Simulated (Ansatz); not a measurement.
# ZnO: energy and pressure over a range of volumes, part 2 of 3

How stiff is ZnO, and at what volume does the pressure vanish? The cell is scaled evenly, atoms carried along, and solved with LAPW, PAW and all-electron datasets made for the crystal.

Ansatz 0.2.0; DFT PBE; a database cell (COD). «Crystal datasets» are all-electron PAW datasets made for this crystal.

## (6) Volume × 0.98, PAW

Contents of input.yaml:

```yaml
crystal:
  lattice:
    - [3.2275900217, 0.0, 0.0]
    - [-1.6137950108, 2.7951749517, 0.0]
    - [0.0, 0.0, 5.1688741155]
  atoms:
    - { symbol: Zn, position: [0.3333333333, 0.6666666667, 0.0] }
    - { symbol: Zn, position: [0.6666666667, 0.3333333333, 0.5] }
    - { symbol: O, position: [0.3333333333, 0.6666666667, 0.3821] }
    - { symbol: O, position: [0.6666666667, 0.3333333333, 0.8821] }
kpoints:
  mp_grid: { grid: [11, 11, 6] }
scf:
  occupations: { method: fermi_dirac, width: 0.02 }
hamiltonian:
  xc: pbe
  pseudopotentials: { kind: paw }
output:
  forces: true
  stress: true
  eigenvalues: true
  efg: { contact_densities: true }
```

Started as:

```console
> ansatz run input.yaml --threads 1 --pin off --max-ram 4096MiB --backend cpu --events-out ev --progress --plain --runs-dir out
```

The log of the run:

```text
[... 9 set-up lines as earlier in the session ...]
Crystal: 4 atoms, lattice volume = 46.632 Å³
Basis set: ecut = 420 eV, 941 PW (Γ), exchange–correlation on 48×48×72 points (8 copies of the dense FFT grid, shifted against one another)
Bands: 22, of which v1, the nominal top of the filled ones, is band 18 counted from 1 (17 counted from 0)
[... 1 set-up line as earlier in the session ...]
Space group: P63mc (ITA 186), of the structure as read, at distance tolerance 3.6e-5 Å
k-points: 64 of 726 (time reversal used)
[... 8 set-up lines as earlier in the session ...]
SCF iter   1: F=—  HF=-7773.626602 eV  |F-HF|=—  |Δ(HF+E_count)|=         —  Δρ=7.38e-4  dr2=8.41e-5  ethr=1.77e-3  ⟨swp⟩=6.0  Hψ=6368  notcnv=0
preconditioner: auto → Resta (q_TF=auto, 2.613 Å⁻¹)  ε∞=7.5  [insulator: Δε(μ)=0.836 eV  Ē_g=12.837 eV  σ=0.020 eV  W_gap=1.00  n_scr=22 (ndim 8)  ℏωp=32.6 eV  f_vac=0.033  D(μ)=0.00/eV (n_scr^D=0)  ε∞_Penn≈7.5]
SCF iter   2: F=—  HF=-7773.627847 eV  |F-HF|=—  |Δ(HF+E_count)|=   1.24e-3  Δρ=4.17e-4  dr2=2.83e-5  ethr=2.34e-7  ⟨swp⟩=2.8  Hψ=3613  notcnv=0
SCF iter   3: F=—  HF=-7773.627928 eV  |F-HF|=—  |Δ(HF+E_count)|=   8.05e-5  Δρ=2.41e-4  dr2=1.25e-5  ethr=7.87e-8  ⟨swp⟩=2.0  Hψ=2419  notcnv=0
SCF iter   4: F=—  HF=-7773.627964 eV  |F-HF|=—  |Δ(HF+E_count)|=   3.63e-5  Δρ=1.19e-4  dr2=3.10e-6  ethr=3.47e-8  ⟨swp⟩=2.0  Hψ=2421  notcnv=0
SCF iter   5: F=—  HF=-7773.627972 eV  |F-HF|=—  |Δ(HF+E_count)|=   8.43e-6  Δρ=3.31e-5  dr2=3.74e-7  ethr=8.62e-9  ⟨swp⟩=2.0  Hψ=2456  notcnv=0
SCF iter   6: F=-7773.627973 eV  HF=-7773.627973 eV  |F-HF|=6.31e-8  |Δ(HF+E_count)|=   4.89e-7  Δρ=1.29e-5  dr2=6.54e-8  ethr=2.78e-10  ⟨swp⟩=5.2  Hψ=6251  notcnv=0
SCF 1 converged in 6 iterations: F = -7773.627973 eV  dr2 = 6.54e-8
SCF converged after 6 iterations
Free energy (F): -7773.627973 eV
Harris-Foulkes:  -7773.627973 eV  (|F-HF|=6.31e-8)
Internal energy: -7773.627973 eV  (E = F + TS)
E sigma→0 (E₀):  -7773.627973 eV
Fermi energy:    7.965548 eV
--- Per-component energies (eV) ---
  E_band       = 74.389865
  E_kinetic    = 613.137653
  E_local      = -3972.307777  (includes V_loc(G=0)·N_el)
  E_nonlocal   = 1335.540207
  E_hartree    = 1633.879001
  E_xc         = -420.495868
  E_vxc        = -290.597898  (∫ρ·V_xc dr)
  E_paw        = -3980.436143  (= ΣΔE_a)
  E_vpaw       = -879.142380  (= ΣTr[D̂ρ^β])
  E_aug_tail   = 0.004282  (compensation charges beyond the density's cutoff)
  E_ewald      = -2982.949328
  E_smearing   = -0.000000  (= −TS)
  E_closure    = -0.000000  (closes the sum)
  Σ components = -7773.627973   (vs F -7773.627973, Δ=0.00e0)
--- Forces (eV/Å), atoms counted from 1 ---
  atom   1  Zn     0.00000000    -0.00000000     0.03166659
  atom   2  Zn    -0.00000000     0.00000000     0.03166659
  atom   3  O     -0.00000000     0.00000000    -0.03169334
  atom   4  O      0.00000000    -0.00000000    -0.03169334
  max |Σ_I F_I| component: 5.35e-5 eV/Å
--- Stress (GPa, compression-positive) ---
        8.039698      -0.000000      -0.000000
       -0.000000       8.039698      -0.000000
       -0.000000      -0.000000       8.265042
  P = ⅓ Tr σ = 8.1148 GPa (81.148 kbar)
--- PAW observables at the nuclei: V_zz in 10²¹ V/m², potentials from the cell's mean, atoms counted from 1 ---
  atom   1  Zn V_zz =    +0.768365   η = 0.0000   by run symmetry: allowed
            electrostatic potential = -3945.328180 V   contact ρ = 166591.845673 e/Å³
  atom   2  Zn V_zz =    +0.768365   η = 0.0000   by run symmetry: allowed
            electrostatic potential = -3945.328180 V   contact ρ = 166591.845673 e/Å³
  atom   3  O  V_zz =    -0.328926   η = 0.0000   by run symmetry: allowed
            electrostatic potential = -624.145860 V   contact ρ = 2156.719485 e/Å³
  atom   4  O  V_zz =    -0.328926   η = 0.0000   by run symmetry: allowed
            electrostatic potential = -624.145860 V   contact ρ = 2156.719485 e/Å³
--- Band table (eV; the first three rows and the last of 64) ---
  k-point 0: bands = ["-10.7065", "-9.9429", "1.7227", "1.7227", "1.7844", "1.8139", "1.9129", "1.9129", "2.9713", "2.9713", "3.1934", "3.1934", "3.4866", "6.7312", "6.7312", "7.4355", "7.5394", "7.5394", "8.3727", "12.8255", "15.8596", "20.5084"]
  k-point 1: bands = ["-10.6581", "-9.9969", "1.6748", "1.7292", "1.7292", "1.7581", "1.8932", "1.8932", "2.9919", "2.9919", "3.1850", "3.1850", "3.7957", "6.7865", "6.7865", "6.8912", "7.4871", "7.4871", "9.0129", "12.5923", "16.0665", "20.5099"]
  k-point 2: bands = ["-10.5238", "-10.1422", "1.5373", "1.6306", "1.7508", "1.7508", "1.8447", "1.8447", "3.0442", "3.0442", "3.1566", "3.1566", "4.4867", "6.1022", "6.9366", "6.9366", "7.3410", "7.3410", "10.0266", "11.9580", "16.6845", "19.1721"]
  k-point 63: bands = ["-9.8113", "-9.8113", "1.6437", "1.6437", "1.9831", "1.9831", "2.4721", "2.4721", "3.0073", "3.0073", "3.4967", "3.4967", "3.7966", "3.7966", "4.8580", "4.8580", "6.2773", "6.2773", "15.0591", "15.0591", "16.0523", "16.0523"]
```

Wall time 4.9 s (1 thread of Intel Xeon 6975P-C (Granite Rapids), shared host); peak memory 0.45 GiB.

Read from it: pressure 8.11 GPa; gap on the k mesh 0.83 eV; largest force 0.032 eV/Å; Vzz Zn1 0.77 (η = 0.00), O3 -0.33 (η = 0.00) (10²¹ V/m²).

## (7) Volume × 0.98, crystal datasets

input.yaml: that of step 6 with these lines changed.

```diff
@@ -16,3 +16,3 @@
   xc: pbe
-  pseudopotentials: { kind: paw }
+  pseudopotentials: { kind: all_electron, datasets: crystal }
 output:
```

Started as:

```console
> ansatz run input.yaml --threads 1 --pin off --max-ram 4096MiB --backend cpu --events-out ev --progress --plain --runs-dir out
```

The log of the run:

```text
hamiltonian.pseudopotentials.datasets: crystal makes datasets for this crystal and solves the spheres of its atoms anew in each pass: cutoff 460.0 eV, the density's 1840.0 eV; for an error of 0.50 meV an atom under PBE, 2.0 meV for the cell; an energy difference from a run of another recipe may be off by several times the error for the cell, under r2SCAN by more, where some 0.1 meV an atom stays at smaller errors; O in spheres of 0.900 Å, 6 of its electrons in bands; Zn in spheres of 1.058 Å, 12 of its electrons in bands, 8 on its site; only band paths and densities of states list, in semicore columns, the levels of the semicore shells that are solved separately: 3s of Zn, 3p of Zn
[... 2 set-up lines as earlier in the session ...]
Pseudopotential: Zn, paw, valence charge 20, recommended cutoff 460 eV (normal), Koelling and Harmon's equation, gaussian nucleus
Pseudopotential: O, paw, valence charge 6, recommended cutoff 460 eV (normal), Koelling and Harmon's equation, gaussian nucleus
[... 5 set-up lines as earlier in the session ...]
Crystal: 4 atoms, lattice volume = 46.632 Å³
Basis set: ecut = 460 eV, 1087 PW (Γ), exchange–correlation on 48×48×80 points (8 copies of the dense FFT grid, shifted against one another)
Bands: 22, of which v1, the nominal top of the filled ones, is band 18 counted from 1 (17 counted from 0)
[... 2 set-up lines as earlier in the session ...]
k-points: 64 of 726 (time reversal used)
[... 3 set-up lines as earlier in the session ...]
PAW one-centre angular grid: Zn, 590 points (default); XC on its mesh's 1837 points in the sphere
PAW one-centre angular grid: O, 110 points (default); XC on its mesh's 1909 points in the sphere
[... 3 set-up lines as earlier in the session ...]
iter 1 solved again at ethr=3.22e-2 eV; its pass at ethr=1.00e-1 eV (dr2=1.16e1 eV) is discarded
SCF iter   1: F=—  HF=-101846.609921 eV  |F-HF|=—  |Δ(HF+E_count)|=         —  Δρ=1.57e-1  dr2=1.17e1  ethr=3.22e-2  ⟨swp⟩=2.0  Hψ=7121  notcnv=0
preconditioner: auto → Resta (q_TF=auto, 2.613 Å⁻¹)  ε∞=7.5  [insulator: Δε(μ)=1.642 eV  Ē_g=12.762 eV  σ=0.020 eV  W_gap=1.00  n_scr=22 (ndim 8)  ℏωp=32.6 eV  f_vac=0.000  D(μ)=0.00/eV (n_scr^D=0)  ε∞_Penn≈7.5]
iter 2 solved again at ethr=1.50e-3 eV; its pass at ethr=3.22e-2 eV (dr2=5.42e-1 eV) is discarded
SCF iter   2: F=—  HF=-101843.646476 eV  |F-HF|=—  |Δ(HF+E_count)|=    2.96e0  Δρ=4.41e-2  dr2=5.38e-1  ethr=1.50e-3  ⟨swp⟩=2.4  Hψ=6170  notcnv=0  defer=5
SCF iter   3: F=—  HF=-101843.530029 eV  |F-HF|=—  |Δ(HF+E_count)|=   1.16e-1  Δρ=2.55e-2  dr2=2.13e-1  ethr=1.49e-3  ⟨swp⟩=2.0  Hψ=2818  notcnv=0  defer=1
SCF iter   4: F=—  HF=-101843.531613 eV  |F-HF|=—  |Δ(HF+E_count)|=   1.58e-3  Δρ=1.30e-2  dr2=4.51e-2  ethr=5.92e-4  ⟨swp⟩=3.2  Hψ=4480  notcnv=0
SCF iter   5: F=—  HF=-101843.503563 eV  |F-HF|=—  |Δ(HF+E_count)|=   2.80e-2  Δρ=3.46e-3  dr2=4.09e-3  ethr=1.25e-4  ⟨swp⟩=3.0  Hψ=3906  notcnv=0
SCF iter   6: F=—  HF=-101843.508600 eV  |F-HF|=—  |Δ(HF+E_count)|=   5.04e-3  Δρ=1.15e-3  dr2=5.55e-4  ethr=1.14e-5  ⟨swp⟩=3.1  Hψ=3176  notcnv=0
SCF iter   7: F=—  HF=-101843.508784 eV  |F-HF|=—  |Δ(HF+E_count)|=   1.84e-4  Δρ=4.22e-4  dr2=7.40e-5  ethr=1.54e-6  ⟨swp⟩=3.0  Hψ=3619  notcnv=0
SCF iter   8: F=—  HF=-101843.508902 eV  |F-HF|=—  |Δ(HF+E_count)|=   1.18e-4  Δρ=8.25e-5  dr2=2.76e-6  ethr=2.05e-7  ⟨swp⟩=3.0  Hψ=3533  notcnv=0
SCF iter   9: F=—  HF=-101843.508904 eV  |F-HF|=—  |Δ(HF+E_count)|=   2.23e-6  Δρ=1.95e-5  dr2=1.48e-7  ethr=7.68e-9  ⟨swp⟩=3.0  Hψ=3163  notcnv=0
SCF iter  10: F=-101843.508904 eV  HF=-101843.508904 eV  |F-HF|=3.73e-9  |Δ(HF+E_count)|=   7.93e-8  Δρ=4.35e-6  dr2=8.16e-9  ethr=4.12e-10  ⟨swp⟩=3.0  Hψ=3045  notcnv=0
SCF 1 converged in 10 iterations: F = -101843.508902 eV  dr2 = 8.16e-9
  Residual-converged pass: ⟨swp⟩=3.0  Hψ=3219  notcnv=0  max |occ|·‖R‖ = 6.4e-6 eV (tolerance 6.7e-6 eV)  dr2=8.17e-9  dr2_onsite=3.78e-9  max |Δocc| = 3.2e-15
SCF converged after 10 iterations
Free energy (F): -101843.508902 eV
Harris-Foulkes:  -101843.508902 eV  (|F-HF|=3.73e-9)
Internal energy: -101843.508902 eV  (E = F + TS)
E sigma→0 (E₀):  -101843.508902 eV
Past the cutoff: the bands carry plane waves up to 1.75 times it, of which those up to 1.5 times it add -0.000174 eV an atom, each by itself; the spheres take 0.000226 eV an atom off the energy for waves past 1.75 times it
By the cutoff:   a pressure is off by up to 0.008 GPa (1.2 times the spheres' own share and the shells' term, over an atom's volume, and 0.004 GPa: a bound that held against runs at twice the plane waves)
Past the cutoffs: a stress includes 0.0024 GPa for waves and charges beyond them, in addition to the slope of what the spheres take
In the spheres:  the bands' charges fall short by 7.1e-7 e at most (sound up to 1e-3), those of shells solved beside the bands by 8.6e-8 e (sound up to 5e-4)
Fermi energy:    9.851322 eV
--- Per-component energies (eV) ---
  The terms above E_closure are by the made datasets' own strengths, without shells solved beside the bands.
--- Forces (eV/Å), atoms counted from 1 ---
  atom   1  Zn     0.00000000     0.00000000     0.03238582
  atom   2  Zn    -0.00000000    -0.00000000     0.03238582
  atom   3  O     -0.00000000     0.00000000    -0.03238418
  atom   4  O      0.00000000    -0.00000000    -0.03238418
  max |Σ_I F_I| component: 3.30e-6 eV/Å
--- Stress (GPa, compression-positive) ---
        7.943804      -0.000000      -0.000000
       -0.000000       7.943804      -0.000000
       -0.000000      -0.000000       8.159198
  P = ⅓ Tr σ = 8.0156 GPa (80.156 kbar)
  It holds what live shells' own plane waves past their cutoff add
--- PAW observables at the nuclei: V_zz in 10²¹ V/m², potentials from the cell's mean, atoms counted from 1 ---
  atom   1  Zn V_zz =    +0.772250   η = 0.0000   by run symmetry: allowed
            electrostatic potential = -3945.052964 V   contact ρ = 166663.101403 e/Å³
  atom   2  Zn V_zz =    +0.772250   η = 0.0000   by run symmetry: allowed
            electrostatic potential = -3945.052964 V   contact ρ = 166663.101403 e/Å³
  atom   3  O  V_zz =    -0.320095   η = 0.0000   by run symmetry: allowed
            electrostatic potential = -624.197781 V   contact ρ = 2157.230146 e/Å³
  atom   4  O  V_zz =    -0.320095   η = 0.0000   by run symmetry: allowed
            electrostatic potential = -624.197781 V   contact ρ = 2157.230146 e/Å³
--- Band table (eV; the first three rows and the last of 64) ---
  k-point 0: bands = ["-8.8139", "-8.0520", "3.5954", "3.5954", "3.6754", "3.6865", "3.7851", "3.7851", "4.8346", "4.8346", "5.0568", "5.0568", "5.3537", "8.6110", "8.6110", "9.3150", "9.4166", "9.4166", "10.2670", "14.7170"]
  k-point 1: bands = ["-8.7655", "-8.1058", "3.5621", "3.6017", "3.6017", "3.6312", "3.7653", "3.7653", "4.8552", "4.8552", "5.0483", "5.0483", "5.6657", "8.6660", "8.6660", "8.7712", "9.3640", "9.3640", "10.9053", "14.4843"]
  k-point 2: bands = ["-8.6314", "-8.2506", "3.4197", "3.5062", "3.6234", "3.6234", "3.7171", "3.7171", "4.9074", "4.9074", "5.0198", "5.0198", "6.3603", "7.9806", "8.8157", "8.8157", "9.2190", "9.2190", "11.9196", "13.8511"]
  k-point 63: bands = ["-7.9203", "-7.9203", "3.5236", "3.5236", "3.8588", "3.8588", "4.3456", "4.3456", "4.8714", "4.8714", "5.3615", "5.3615", "5.6688", "5.6688", "6.7369", "6.7369", "8.1593", "8.1593", "16.9468", "16.9468"]
```

Wall time 22 s (1 thread of Intel Xeon 6975P-C (Granite Rapids), shared host); peak memory 0.95 GiB.

In short: pressure 8.02 GPa; gap on the k mesh 0.85 eV; largest force 0.032 eV/Å; Vzz Zn1 0.77 (η = 0.00), O3 -0.32 (η = 0.00) (10²¹ V/m²).

## (8) Volume × 1.01, LAPW

Contents of input.yaml:

```yaml
crystal:
  lattice:
    - [3.2601941478, 0.0, 0.0]
    - [-1.6300970738, 2.8234109532, 0.0]
    - [0.0, 0.0, 5.2210884991]
  atoms:
    - { symbol: Zn, position: [0.3333333333, 0.6666666667, 0.0] }
    - { symbol: Zn, position: [0.6666666667, 0.3333333333, 0.5] }
    - { symbol: O, position: [0.3333333333, 0.6666666667, 0.3821] }
    - { symbol: O, position: [0.6666666667, 0.3333333333, 0.8821] }
kpoints:
  mp_grid: { grid: [11, 11, 6] }
  band_path:
    path:
      - [0.0, 0.0, 0.0]
      - [0.5, 0.0, 0.0]
      - [0.3333333333, 0.3333333333, 0.0]
      - [0.0, 0.0, 0.0]
      - [0.0, 0.0, 0.5]
      - [0.5, 0.0, 0.5]
      - [0.3333333333, 0.3333333333, 0.5]
      - [0.0, 0.0, 0.5]
      - [0.5, 0.0, 0.5]
    npoints: 5
scf:
  occupations: { method: fermi_dirac, width: 0.02 }
hamiltonian:
  xc: pbe
  pseudopotentials: { kind: all_electron, lapw: { basis_error: 0.0005 } }
output:
  forces: true
  stress: true
  eigenvalues: true
```

Started as:

```console
> ansatz run input.yaml --threads 1 --pin off --max-ram 4096MiB --backend cpu --events-out ev --progress --plain --runs-dir out
```

The log of the run, cut to the lines that bear on the results:

```text
LAPW: plane waves up to 10.977 Å⁻¹, error target 5.0e-4 eV per atom; small_component_spin mean_spin; O in spheres of 0.891 Å, 8 of its electrons in bands, Dirac shells []; Zn in spheres of 1.089 Å, 20 of its electrons in bands, Dirac shells []
[...]
[... 2 set-up lines as earlier in the session ...]
[...]
  atom   1  Zn     0.00000000     0.00000000     0.03180332
  atom   2  Zn     0.00000000    -0.00000000     0.03180332
  atom   3  O     -0.00000000     0.00000000    -0.03181818
  atom   4  O      0.00000000    -0.00000000    -0.03181818
[...]
--- Stress (GPa, compression-positive) ---
        3.269193      -0.000000      -0.000000
       -0.000000       3.269193       0.000000
       -0.000000       0.000000       3.612562
  P = ⅓ Tr σ = 3.3836 GPa (33.836 kbar)
--- Band table (eV; the first three rows and the last of 64) ---
[...]
```

Run time: 63 s. Hardware: 1 thread of Intel Xeon 6975P-C (Granite Rapids), shared host; peak memory 0.62 GiB.

In short: pressure 3.38 GPa; gap 0.81 eV, direct at Γ; largest force 0.032 eV/Å.

## (9) Volume × 1.01, PAW

Contents of input.yaml:

```yaml
crystal:
  lattice:
    - [3.2601941478, 0.0, 0.0]
    - [-1.6300970738, 2.8234109532, 0.0]
    - [0.0, 0.0, 5.2210884991]
  atoms:
    - { symbol: Zn, position: [0.3333333333, 0.6666666667, 0.0] }
    - { symbol: Zn, position: [0.6666666667, 0.3333333333, 0.5] }
    - { symbol: O, position: [0.3333333333, 0.6666666667, 0.3821] }
    - { symbol: O, position: [0.6666666667, 0.3333333333, 0.8821] }
kpoints:
  mp_grid: { grid: [11, 11, 6] }
scf:
  occupations: { method: fermi_dirac, width: 0.02 }
hamiltonian:
  xc: pbe
  pseudopotentials: { kind: paw }
output:
  forces: true
  stress: true
  eigenvalues: true
  efg: { contact_densities: true }
  write_density: true
  write_potential: true
  elf: true
  volumetric_format: npy
```

Started as:

```console
> ansatz run input.yaml --threads 1 --pin off --max-ram 4096MiB --backend cpu --events-out ev --progress --plain --runs-dir out
```

The log of the run:

```text
[... 9 set-up lines as earlier in the session ...]
Crystal: 4 atoms, lattice volume = 48.059 Å³
Basis set: ecut = 420 eV, 965 PW (Γ), exchange–correlation on 48×48×72 points (8 copies of the dense FFT grid, shifted against one another)
Bands: 22, of which v1, the nominal top of the filled ones, is band 18 counted from 1 (17 counted from 0)
[... 2 set-up lines as earlier in the session ...]
k-points: 64 of 726 (time reversal used)
[... 8 set-up lines as earlier in the session ...]
SCF iter   1: F=—  HF=-7773.677575 eV  |F-HF|=—  |Δ(HF+E_count)|=         —  Δρ=6.49e-4  dr2=5.95e-5  ethr=1.77e-3  ⟨swp⟩=6.0  Hψ=6243  notcnv=0
preconditioner: auto → Resta (q_TF=auto, 2.600 Å⁻¹)  ε∞=7.5  [insulator: Δε(μ)=0.792 eV  Ē_g=12.629 eV  σ=0.020 eV  W_gap=1.00  n_scr=22 (ndim 8)  ℏωp=32.1 eV  f_vac=0.039  D(μ)=0.00/eV (n_scr^D=0)  ε∞_Penn≈7.5]
SCF iter   2: F=—  HF=-7773.678977 eV  |F-HF|=—  |Δ(HF+E_count)|=   1.40e-3  Δρ=4.16e-4  dr2=2.86e-5  ethr=1.65e-7  ⟨swp⟩=3.0  Hψ=3857  notcnv=0
SCF iter   3: F=—  HF=-7773.679045 eV  |F-HF|=—  |Δ(HF+E_count)|=   6.82e-5  Δρ=2.47e-4  dr2=1.29e-5  ethr=7.93e-8  ⟨swp⟩=2.0  Hψ=2431  notcnv=0
SCF iter   4: F=—  HF=-7773.679093 eV  |F-HF|=—  |Δ(HF+E_count)|=   4.77e-5  Δρ=7.40e-5  dr2=1.66e-6  ethr=3.57e-8  ⟨swp⟩=2.0  Hψ=2466  notcnv=0
SCF iter   5: F=—  HF=-7773.679095 eV  |F-HF|=—  |Δ(HF+E_count)|=   2.21e-6  Δρ=2.27e-5  dr2=1.78e-7  ethr=4.62e-9  ⟨swp⟩=2.0  Hψ=2502  notcnv=0
SCF iter   6: F=-7773.679095 eV  HF=-7773.679095 eV  |F-HF|=4.22e-8  |Δ(HF+E_count)|=   2.37e-7  Δρ=1.39e-5  dr2=7.30e-8  ethr=2.78e-10  ⟨swp⟩=9.0  Hψ=10289  notcnv=0
SCF 1 converged in 6 iterations: F = -7773.679095 eV  dr2 = 7.30e-8
SCF converged after 6 iterations
Free energy (F): -7773.679095 eV
Harris-Foulkes:  -7773.679095 eV  (|F-HF|=4.22e-8)
Internal energy: -7773.679095 eV  (E = F + TS)
E sigma→0 (E₀):  -7773.679095 eV
Fermi energy:    7.485572 eV
--- Per-component energies (eV) ---
  E_band       = 61.561637
  E_kinetic    = 611.432108
  E_local      = -4017.980851  (includes V_loc(G=0)·N_el)
  E_nonlocal   = 1335.387580
  E_hartree    = 1651.021756
  E_xc         = -419.839532
  E_vxc        = -289.700604  (∫ρ·V_xc dr)
  E_paw        = -3980.586465  (= ΣΔE_a)
  E_vpaw       = -879.622464  (= ΣTr[D̂ρ^β])
  E_aug_tail   = 0.004145  (compensation charges beyond the density's cutoff)
  E_ewald      = -2953.117836
  E_smearing   = -0.000000  (= −TS)
  E_closure    = -0.000000  (closes the sum)
  Σ components = -7773.679095   (vs F -7773.679095, Δ=0.00e0)
--- Forces (eV/Å), atoms counted from 1 ---
  atom   1  Zn     0.00000000    -0.00000000     0.03097160
  atom   2  Zn    -0.00000000     0.00000000     0.03097160
  atom   3  O     -0.00000000     0.00000000    -0.03098776
  atom   4  O      0.00000000    -0.00000000    -0.03098776
  max |Σ_I F_I| component: 3.23e-5 eV/Å
--- Stress (GPa, compression-positive) ---
        3.362904       0.000000      -0.000000
        0.000000       3.362904       0.000000
       -0.000000       0.000000       3.712814
  P = ⅓ Tr σ = 3.4795 GPa (34.795 kbar)
--- PAW observables at the nuclei: V_zz in 10²¹ V/m², potentials from the cell's mean, atoms counted from 1 ---
  atom   1  Zn V_zz =    +0.739570   η = 0.0000   by run symmetry: allowed
            electrostatic potential = -3944.819653 V   contact ρ = 166591.356861 e/Å³
  atom   2  Zn V_zz =    +0.739570   η = 0.0000   by run symmetry: allowed
            electrostatic potential = -3944.819653 V   contact ρ = 166591.356861 e/Å³
  atom   3  O  V_zz =    -0.331098   η = 0.0000   by run symmetry: allowed
            electrostatic potential = -623.698019 V   contact ρ = 2156.958513 e/Å³
  atom   4  O  V_zz =    -0.331098   η = 0.0000   by run symmetry: allowed
            electrostatic potential = -623.698019 V   contact ρ = 2156.958513 e/Å³
--- Band table (eV; the first three rows and the last of 64) ---
  k-point 0: bands = ["-10.9181", "-10.2016", "1.4136", "1.4136", "1.4980", "1.5629", "1.5949", "1.5949", "2.5700", "2.5700", "2.7770", "2.7770", "3.0602", "6.3070", "6.3070", "6.9899", "7.0802", "7.0802", "7.8712", "12.2552", "15.3023", "19.8975"]
  k-point 1: bands = ["-10.8725", "-10.2521", "1.4199", "1.4199", "1.4374", "1.4480", "1.5761", "1.5761", "2.5891", "2.5891", "2.7691", "2.7691", "3.3758", "6.3599", "6.3599", "6.4383", "7.0301", "7.0301", "8.5146", "12.0290", "15.5050", "19.9008"]
  k-point 2: bands = ["-10.7462", "-10.3882", "1.2794", "1.3358", "1.4408", "1.4408", "1.5302", "1.5302", "2.6378", "2.6378", "2.7425", "2.7425", "4.0631", "5.6547", "6.5039", "6.5039", "6.8912", "6.8912", "9.5158", "11.4107", "16.1152", "18.5759"]
  k-point 63: bands = ["-10.0786", "-10.0786", "1.3729", "1.3729", "1.6817", "1.6817", "2.1305", "2.1305", "2.6068", "2.6068", "3.0617", "3.0617", "3.4023", "3.4023", "4.4909", "4.4909", "5.8788", "5.8788", "14.5147", "14.5147", "15.4600", "15.4600"]
```

Wall time 5 s (1 thread of Intel Xeon 6975P-C (Granite Rapids), shared host); peak memory 0.45 GiB.

Result: pressure 3.48 GPa; gap on the k mesh 0.79 eV; largest force 0.031 eV/Å; Vzz Zn1 0.74 (η = 0.00), O3 -0.33 (η = 0.00) (10²¹ V/m²).

[end of part 2 of 3]
